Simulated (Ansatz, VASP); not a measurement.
Given: the input of a run of VASP 6.6.1 on CuAu.

File INCAR:

```
ALGO     = Normal         # electronic algorithm
EDIFF    = 1E-7           # SCF threshold, eV
ENCUT    = 520            # plane-wave cutoff, eV
GGA      = PE             # functional
ISIF     = 2              # what is computed and relaxed
ISMEAR   = -1             # smearing method
LASPH    = T              # aspherical terms in the spheres
LCHARG   = F              # write CHGCAR
LREAL    = F              # projectors in reciprocal space
LWAVE    = F              # write WAVECAR
NBANDS   = 18             # bands
NELM     = 60             # most SCF steps
PREC     = Accurate       # precision mode
SIGMA    = 0.05           # smearing width, eV
```

Contents of KPOINTS:

```
k-points
0
Gamma
  9 9 7
```

File POSCAR:

```
CuAu
1.0
    2.7533711214      0.0000000000      0.0000000000
    0.0000000000      2.7533711214      0.0000000000
    0.0000000000      0.0000000000      3.6097748106
Au Cu
1 1
Direct
    0.0000000000      0.0000000000      0.0000000000
    0.5000000000      0.5000000000      0.5000000000
```

Potentials or basis: VASP PAW PBE potentials, release 64 (Au, Cu).

Launch:

```bash
$ cat potpaw_PBE.64/Au/POTCAR potpaw_PBE.64/Cu/POTCAR > POTCAR
$ mpirun -np 1 vasp_std > vasp.out
```

Translate it to Ansatz 0.2.0. Potentials there: Ansatz PAW.

As run (the cutoff follows the program's own potentials):

File input.yaml:

```yaml
crystal:
  lattice:
    - [2.7533711214, 0.0, 0.0]
    - [0.0, 2.7533711214, 0.0]
    - [0.0, 0.0, 3.6097748106]
  atoms:
    - { symbol: Au, position: [0.0, 0.0, 0.0] }
    - { symbol: Cu, position: [0.5, 0.5, 0.5] }
hamiltonian:
  xc: pbe
  pseudopotentials: { kind: paw }
kpoints:
  mp_grid: { grid: [9, 9, 7] }
scf:
  occupations: { method: fermi_dirac, width: 0.05 }
output:
  forces: true
  stress: true
  eigenvalues: true
```

Potentials or basis: Ansatz PAW.

The run is started by

```console
$ ansatz run input.yaml --threads 2 --pin off --max-ram 5120MiB --backend cpu --events-out ev --progress --plain --runs-dir out
```

Both were run:

|  | VASP | Ansatz | Ansatz less VASP |
| --- | --- | --- | --- |
| gap on the k mesh at the Fermi level (eV) | none | none | - |
| pressure (GPa) | 16.6 | 16.7 | +0.07 |
| largest component of the traceless stress (GPa) | 1.01 | 1.06 | +0.050 |

A gap of «none» marks a metal or a gap that the smearing closes. The two sets of potentials don't hold the same shells in valence.

Spin-orbit coupling is left out, which matters for the levels of Au.
